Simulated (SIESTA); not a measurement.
Runs of SIESTA 5.4.2 on NiO2. Symmetry: R-3m, No. 166, trigonal system. Conventional cell: a = 2.804 Å, b = 2.804 Å, c = 20.923 Å, α = 90.00°, β = 90.00°, γ = 120.00°. Around Ni (site symmetry -3m) lie 6 O at 1.88 Å. Around O (site symmetry 3m) lie 3 Ni at 1.88 Å. The cell comes from a database or a generator and needn't be the stable form of this composition.

```csv
level,U,gap on the mesh (eV),pressure (GPa),moment (μB),largest force (eV/Å)
PBEsol+U,Ni d U = 2 eV,(a),-2.3,0.00,0.14
PBEsol,-,1.19,-2.1,0.00,0.17
PBEsol+U,Ni d U = 4 eV,1.80,(c),0.00,0.12
PBEsol+U,Ni d U = 6 eV,(b),-2.6,0.00,0.10
```

Alike in all rows: task density of states; potentials or basis PseudoDojo 0.4 standard (PBEsol files), DZP (energy shift 0.003 Ry; two zetas on semicore shells); spin collinear, ferromagnetic start; cell as given; k mesh 8 × 8 × 8; smearing fermi-dirac 0.05 eV; grid cutoff 800 Ry; energy shift 0.003 Ry.

Task: Fill in the values left out.

Result: (a) 1.55; (b) 1.81; (c) -2.5.

Caveats: short orbitals over semicore shells can move pressures by several GPa; the basis of atomic orbitals isn't converged, which shifts pressures, moduli and gaps.

A k mesh can miss the band edges.
